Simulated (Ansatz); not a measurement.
# La2O3 (P-3m1) in Ansatz: a series of runs, part 2 of 2

Ansatz 0.2.0. The steps go on from the part before.

## 4. Relaxation of cell and atoms, PBEsol+D3(BJ)-ATM

The input, input.yaml:

```yaml
crystal:
  lattice:
    - [3.930777878, 0.0, 0.0]
    - [-1.965388939, 3.404153499, 0.0]
    - [0.0, 0.0, 6.11195352]
  atoms:
    - { symbol: La, position: [0.3333333333, 0.6666666667, 0.24623568] }
    - { symbol: La, position: [0.6666666667, 0.3333333333, 0.75376432] }
    - { symbol: O, position: [0.0, 0.0, 0.0] }
    - { symbol: O, position: [0.3333333333, 0.6666666667, 0.64589065] }
    - { symbol: O, position: [0.6666666667, 0.3333333333, 0.35410935] }
hamiltonian:
  xc: pbesol
  pseudopotentials: { kind: paw }
  dispersion: d3bjatm
kpoints:
  mp_grid: { grid: [8, 8, 5] }
scf:
  occupations: { method: fermi_dirac, width: 0.05 }
output:
  forces: true
  stress: true
  eigenvalues: true
relax:
  f_tol: 0.01
  max_steps: 40
  cell: { stress_tol: 0.05 }
```

Potentials or basis: Ansatz PAW.

Command:

```
$ ansatz run input.yaml --threads 2 --pin off --max-ram 5632MiB --backend cpu --events-out ev --progress --plain --runs-dir out
```

The program printed:

```text
Warning: RAYON_NUM_THREADS=2 ignored (pool sized by the plan → 2); use --threads N
Engine: ansatz 0.2.0, aarch64-unknown-linux-gnu
Pseudopotentials: kind: paw
Pseudopotential: La, paw, valence charge 11, recommended cutoff 420 eV (normal), La.paw.azcp
Pseudopotential: O, paw, valence charge 6, recommended cutoff 420 eV (normal), O.paw.azcp
Functional definition: PBEsol
  exchange = pbesol_x
  correlation = pbesol_c
Crystal: 5 atoms, lattice volume = 81.784 Å³
Basis set: ecut = 420 eV, 1641 PW (Γ), exchange–correlation on 54×54×90 points (8 copies of the dense FFT grid, shifted against one another)
Bands: 25, of which v1, the nominal top of the filled ones, is band 20 counted from 1 (19 counted from 0)
Symmetry: 12 space group operations
Space group: P-3m1 (ITA 164), of the structure as read, at distance tolerance 4.3e-5 Å
k-points: 40 of 320
Non-local potential: La, projectors of the file, l = 0: 3, l = 1: 2, l = 2: 2, l = 3: 3
Non-local potential: O, projectors of the file, l = 0: 2, l = 1: 2, l = 2: 1
PAW form: soft (Blöchl's): semilocal exchange-correlation on the pseudo side does not see the compensation charge
PAW frozen core: La, regenerated for the run's functional, and the local potential with it (the file was generated under x = pbe(κ = 0.804, μ = 0.2195149727645171), c = pbe(β = 0.06672455060314922))
PAW frozen core: O, regenerated for the run's functional, and the local potential with it (the file was generated under x = pbe(κ = 0.804, μ = 0.2195149727645171), c = pbe(β = 0.06672455060314922))
PAW one-centre angular grid: La, 590 points (default); XC on 64 Gauss nodes
PAW one-centre angular grid: O, 110 points (default); XC on 64 Gauss nodes
Initial density: superposition of atomic densities (neutral atoms: chi_scale 0, normalization atom), corrected by the library's trained network
Initial wavefunctions: pseudopotential atomic-orbital guess
Functional: x = pbesol(κ = 0.804, μ = 0.12345679012345678), c = pbesol(β = 0.046)
SCF iter   1: F=—  HF=-14016.041216 eV  |F-HF|=—  |Δ(HF+E_count)|=         —  Δρ=1.54e-2  dr2=1.76e-1  ethr=1.77e-3  ⟨swp⟩=5.5  Hψ=4701  notcnv=0
preconditioner: auto → Resta (q_TF=auto, 2.422 Å⁻¹)  ε∞=5.0  [insulator: Δε(μ)=3.644 eV  Ē_g=12.340 eV  σ=0.050 eV  W_gap=1.00  n_scr=22 (ndim 8)  ℏωp=24.6 eV  f_vac=0.023  D(μ)=0.00/eV (n_scr^D=0)  ε∞_Penn≈5.0]
SCF iter   2: F=—  HF=-14016.009321 eV  |F-HF|=—  |Δ(HF+E_count)|=   3.19e-2  Δρ=5.88e-3  dr2=2.15e-2  ethr=4.39e-4  ⟨swp⟩=3.5  Hψ=2331  notcnv=0  defer=40
SCF iter   3: F=—  HF=-14016.005015 eV  |F-HF|=—  |Δ(HF+E_count)|=   4.31e-3  Δρ=1.32e-3  dr2=1.25e-3  ethr=5.38e-5  ⟨swp⟩=3.1  Hψ=1710  notcnv=0  defer=40
[... 124 lines left out ...]
  E_band       = 14.495727
  E_kinetic    = 914.489079
  E_local      = -1471.764370  (includes V_loc(G=0)·N_el)
  E_nonlocal   = 341.026378
  E_hartree    = 524.905779
  E_xc         = -499.422878
  E_vxc        = -580.416894  (∫ρ·V_xc dr)
  E_paw        = -11115.703523  (= ΣΔE_a)
  E_vpaw       = -238.657271  (= ΣTr[D̂ρ^β])
  E_aug_tail   = 0.007259  (compensation charges beyond the density's cutoff)
  E_ewald      = -2708.693781
  E_disp       = -1.357609  (pairwise vdW)
  E_core_change = 0.444883  (= ΣΔE_core)
  E_smearing   = -0.000000  (= −TS)
  E_closure    = -0.000000  (closes the sum)
  Σ components = -14016.068784   (vs F -14016.068784, Δ=0.00e0)
--- Forces (eV/Å), atoms counted from 1 ---
  atom   1  La     0.00000000    -0.00000000     0.00017953
  atom   2  La    -0.00000000     0.00000000    -0.00017953
  atom   3  O      0.00000000     0.00000000     0.00000000
  atom   4  O     -0.00000000     0.00000000     0.00052520
  atom   5  O      0.00000000    -0.00000000    -0.00052520
  max |Σ_I F_I| component: 3.59e-17 eV/Å
--- Stress (GPa, compression-positive) ---
       -0.002494       0.000000       0.000000
        0.000000      -0.002494      -0.000000
        0.000000      -0.000000      -0.015972
  P = ⅓ Tr σ = -0.0070 GPa (-0.070 kbar)
--- Band table (eV; the first three rows and the last of 40) ---
  k-point 0: bands = ["-19.4547", "-19.1330", "-6.8496", "-5.5005", "-5.0731", "-2.9031", "-2.9031", "-2.6072", "-2.6072", "-2.4577", "-1.7689", "7.5902", "7.5902", "7.9002", "7.9002", "8.0730", "8.3824", "9.7340", "9.7340", "10.0158", "14.5379", "14.7100", "14.7100", "15.5694", "15.7237"]
  k-point 1: bands = ["-19.4254", "-19.1651", "-6.7760", "-5.5013", "-5.1927", "-2.8774", "-2.8774", "-2.6340", "-2.6340", "-2.4030", "-1.7450", "7.4263", "7.4263", "7.7145", "8.0498", "8.0498", "8.7316", "9.7745", "9.7745", "9.7919", "14.6419", "14.7772", "14.7772", "15.5825", "15.6958"]
  k-point 2: bands = ["-19.3478", "-19.2473", "-6.6288", "-5.5724", "-5.3348", "-2.8146", "-2.8146", "-2.6986", "-2.6986", "-2.3295", "-1.7017", "7.2709", "7.2709", "7.4506", "8.1751", "8.1751", "9.0274", "9.3927", "9.8497", "9.8497", "14.8770", "14.8819", "14.8819", "15.3993", "15.7283"]
  k-point 39: bands = ["-19.1263", "-19.1122", "-7.2760", "-7.1756", "-5.6339", "-3.4842", "-2.9942", "-2.8874", "-2.4559", "-1.3517", "-1.1645", "7.5603", "7.9831", "8.4249", "8.6272", "8.8799", "9.5119", "9.6546", "10.0135", "10.0545", "14.4376", "14.9900", "15.2734", "15.3082", "15.5820"]
--- Relaxed structure (8 steps of the walk, 7 accepted, 2 SCFs on fresh bases) ---
  F+E_penalty+E_count = -14016.06878395 eV   max|allowed force component| = 5.252e-4 eV/Å   (the final SCF, on the basis selected at the relaxed cell)
  cell:  # Å, volume = 78.0689 Å³
    - [3.891598205799312, -2.0936748868248058e-33, -1.817836578760291e-17]
    - [-1.945799102899656, 3.370222907544146, 9.089182893801456e-18]
    - [-2.8265480831397834e-17, -2.5407643804823286e-33, 5.952390014815005]
  atoms:
    - { symbol: La, position: [0.3333333333333333, 0.6666666666666666, 0.24354466520570378] }
    - { symbol: La, position: [0.6666666666666666, 0.3333333333333333, 0.7564553347942962] }
    - { symbol: O, position: [-9.138606051499862e-35, 3.066737060780982e-35, 4.434761197617487e-22] }
    - { symbol: O, position: [0.3333333333333333, 0.6666666666666666, 0.6471994470401534] }
    - { symbol: O, position: [0.6666666666666666, 0.3333333333333333, 0.3528005529598465] }
```

It took 27 s on 2 threads of Arm Neoverse V2, shared host; peak memory 0.41 GiB.

Results:

```yaml
Free_energy: -14016.0688 eV
Relaxed_volume: 15.61 Å³/atom
Relaxed_cell: a = 3.892 Å, b = 3.892 Å, c = 5.952 Å, α = 90.00°, β = 90.00°, γ = 120.00°
Space_group_after_relaxing_to_0.05_Å: P-3m1 (No. 164)
Energy_gained_by_relaxing: 12.7 meV/atom
Ionic_steps: 9
Pressure_after_relaxing: 0.0 GPa
Band_gap_on_the_k_mesh: 3.83 eV, indirect (least direct gap 3.96 eV)
```

The path:
```tsv
step	energy change (eV)	largest force (eV/Å)	volume (Å³)
1	0.0000	0.0925	81.78
2	-0.0696	0.0335	78.58
3	-0.0715	0.0278	78.21
4	-0.0716	0.0197	78.19
5	-0.0716	0.0164	78.21
6	-0.0717	0.0010	78.21
7	-0.0634	0.0012	78.21
8	-0.0639	0.0005	78.07
9	-0.0635	0.0005	78.07
```

Final structure:
```yaml
crystal:
  lattice:
    - [3.89160, 0.00000, 0.00000]
    - [-1.94580, 3.37022, 0.00000]
    - [0.00000, 0.00000, 5.95239]
  atoms:
    - { symbol: La, position: [0.33333, 0.66667, 0.24354] }
    - { symbol: La, position: [0.66667, 0.33333, 0.75646] }
    - { symbol: O, position: [0.00000, 0.00000, 0.00000] }
    - { symbol: O, position: [0.33333, 0.66667, 0.64720] }
    - { symbol: O, position: [0.66667, 0.33333, 0.35280] }
```

Caveat: odd divisions of the mesh miss points on the zone boundary, where band edges often lie, so the gap on the mesh can be too wide; the plane-wave basis is chosen anew once the cell has moved, so the energies of steps on either side of that aren't comparable; the pressure holds a Pulay correction of +0.5 GPa for the finite cutoff; spin-orbit coupling is left out, which moves the levels of the heavy elements; the PAW data sets come from PBE, with cores solved anew for the run's functional, which leaves a small shift of forces and pressure.

## 5. Relaxation of cell and atoms, PBEsol+D4

Edit input.yaml of step 4 so:

```diff
@@ -14,3 +14,3 @@
   pseudopotentials: { kind: paw }
-  dispersion: d3bjatm
+  dispersion: d4
 kpoints:
```

Command:

```
$ ansatz run input.yaml --threads 2 --pin off --max-ram 5632MiB --backend cpu --events-out ev --progress --plain --runs-dir out
```

It took 23 s on 2 threads of Arm Neoverse V2, shared host; peak memory 0.4 GiB.

It converged, with:

| Item | Value |
| --- | --- |
| Free energy | -14015.5130 eV |
| Relaxed volume | 15.74 Å³/atom |
| Relaxed cell | a = 3.895 Å, b = 3.895 Å, c = 5.987 Å, α = 90.00°, β = 90.00°, γ = 120.00° |
| Space group after relaxing (to 0.05 Å) | P-3m1 (No. 164) |
| Energy gained by relaxing | 8.9 meV/atom |
| Ionic steps | 7 |
| Pressure after relaxing | 0.0 GPa |
| Band gap on the k mesh | 3.83 eV, indirect (least direct gap 3.96 eV) |

Step by step:
| step | energy change (eV) | largest force (eV/Å) | volume (Å³) |
| --- | --- | --- | --- |
| 1 | 0.0000 | 0.1175 | 81.78 |
| 2 | -0.0501 | 0.0323 | 79.09 |
| 3 | -0.0515 | 0.0222 | 78.79 |
| 4 | -0.0516 | 0.0095 | 78.80 |
| 5 | -0.0444 | 0.0094 | 78.80 |
| 6 | -0.0448 | 0.0017 | 78.68 |
| 7 | -0.0445 | 0.0017 | 78.68 |

Final structure:
```yaml
crystal:
  lattice:
    - [3.89539, 0.00000, 0.00000]
    - [-1.94769, 3.37350, 0.00000]
    - [0.00000, 0.00000, 5.98720]
  atoms:
    - { symbol: La, position: [0.33333, 0.66667, 0.24444] }
    - { symbol: La, position: [0.66667, 0.33333, 0.75556] }
    - { symbol: O, position: [0.00000, 0.00000, 0.00000] }
    - { symbol: O, position: [0.33333, 0.66667, 0.64674] }
    - { symbol: O, position: [0.66667, 0.33333, 0.35326] }
```

Levels at points of the mesh, in eV from the valence-band top:
| k point | band 16 | band 17 | band 18 | band 19 | band 20 | band 21 | band 22 | band 23 | band 24 | band 25 |
| --- | --- | --- | --- | --- | --- | --- | --- | --- | --- | --- |
| (0.00, 0.00, 0.00) | -2.12 | -1.78 | -0.44 | -0.44 | -0.16 | 4.32 | 4.55 | 4.55 | 5.33 | 5.51 |
| (0.00, -0.50, 0.00) | -0.75 | -0.74 | -0.66 | -0.40 | -0.30 | 3.83 | 4.76 | 5.29 | 5.30 | 5.39 |

Caveat: odd divisions of the mesh miss points on the zone boundary, where band edges often lie, so the gap on the mesh can be too wide; the plane-wave basis is chosen anew once the cell has moved, so the energies of steps on either side of that aren't comparable; the pressure holds a Pulay correction of +0.5 GPa for the finite cutoff; spin-orbit coupling is left out, which moves the levels of the heavy elements; the PAW data sets come from PBE, with cores solved anew for the run's functional, which leaves a small shift of forces and pressure. A k mesh can miss the band edges.

## 6. The runs side by side

| level | gap on the mesh (eV) | pressure (GPa) | relaxed volume (Å³/atom) |
| --- | --- | --- | --- |
| PBEsol | 3.82 | 0.0 | 15.96 |
| PBEsol+D3(BJ) | 3.84 | 0.0 | 15.57 |
| PBEsol+D3(BJ)-ATM | 3.83 | 0.0 | 15.61 |
| PBEsol+D4 | 3.83 | 0.0 | 15.74 |

Alike in all rows: task relaxation of cell and atoms; potentials or basis Ansatz PAW; no spin polarisation; cell relaxed; k mesh 8 × 8 × 5; cutoff (eV) 420; smearing fermi-dirac 0.05 eV.

Caveats: odd divisions of the mesh miss points on the zone boundary, where band edges often lie, so the gap on the mesh can be too wide; the plane-wave basis is chosen anew once the cell has moved, so the energies of steps on either side of that aren't comparable; spin-orbit coupling is left out, which moves the levels of the heavy elements; the PAW data sets come from PBE, with cores solved anew for the run's functional, which leaves a small shift of forces and pressure.

Absolute energies hang on the potentials; compare differences alone.
